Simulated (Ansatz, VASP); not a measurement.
**Ta: VASP beside Ansatz**

INCAR

```
ALGO     = Normal         # electronic algorithm
EDIFF    = 1E-7           # SCF threshold, eV
ENCUT    = 520            # plane-wave cutoff, eV
GGA      = PS             # functional
ISIF     = 2              # what is computed and relaxed
ISMEAR   = -1             # smearing method
LASPH    = True           # aspherical terms in the spheres
LCHARG   = False          # write CHGCAR
LREAL    = False          # projectors in reciprocal space
LWAVE    = False          # write WAVECAR
NBANDS   = 18             # bands
NELM     = 100            # most SCF steps
PREC     = Accurate       # precision mode
SIGMA    = 0.05           # smearing width, eV
```

File KPOINTS:

```
k-points
0
Gamma
  11 11 5
```

File POSCAR:

```
Ta
1.0
    2.9195803945      0.0000000000      0.0000000000
   -1.4597901972      2.5284307900      0.0000000000
    0.0000000000      0.0000000000      5.2004887322
Ta
2
Direct
    0.3333333333      0.6666666667      0.2500000000
    0.6666666667      0.3333333333      0.7500000000
```

input.yaml

```yaml
crystal:
  lattice:
    - [2.9195803945, 0.0, 0.0]
    - [-1.4597901972, 2.52843079, 0.0]
    - [0.0, 0.0, 5.2004887322]
  atoms:
    - { symbol: Ta, position: [0.3333333333, 0.6666666667, 0.25] }
    - { symbol: Ta, position: [0.6666666667, 0.3333333333, 0.75] }
hamiltonian:
  xc: pbesol
  pseudopotentials: { kind: paw }
kpoints:
  mp_grid: { grid: [11, 11, 5] }
scf:
  occupations: { method: fermi_dirac, width: 0.05 }
output:
  forces: true
  stress: true
  eigenvalues: true
  write_density: true
  write_potential: true
  elf: true
  volumetric_format: npy
```

Change from the starting cell: volume scaled by 1.02.

Alike in both runs: task single point; functional PBEsol; k mesh 11 × 11 × 5; occupations fermi-dirac, width 0.05 eV; no spin polarisation.

|  | VASP | Ansatz |
| --- | --- | --- |
| version | VASP 6.6.1 | Ansatz 0.2.0 |
| potentials or method | VASP PAW PBE potentials, release 64 (Ta_pv) | Ansatz PAW |
| plane-wave cutoff (eV) | 520 | 420 |
| valence electrons in the cell | 22 | 26 |

|  | VASP | Ansatz | Ansatz less VASP |
| --- | --- | --- | --- |
| gap on the k mesh at the Fermi level (eV) | none | none | - |
| pressure (GPa) | -10.6 | -10.6 | -0.06 |
| largest component of the traceless stress (GPa) | 1.47 | 1.46 | -0.007 |

A gap of «none» marks a metal or a gap that the smearing closes. With one functional, cell and mesh, what is left measures potentials, basis and numerics. The two sets of potentials don't hold the same shells in valence.

Caveats: the PAW data sets were made with another functional, which shifts forces and pressure a little (VASP); the PAW data sets come from PBE, with cores solved anew for the run's functional, which leaves a small shift of forces and pressure (Ansatz). Spin-orbit coupling is left out, which matters for the levels of Ta.
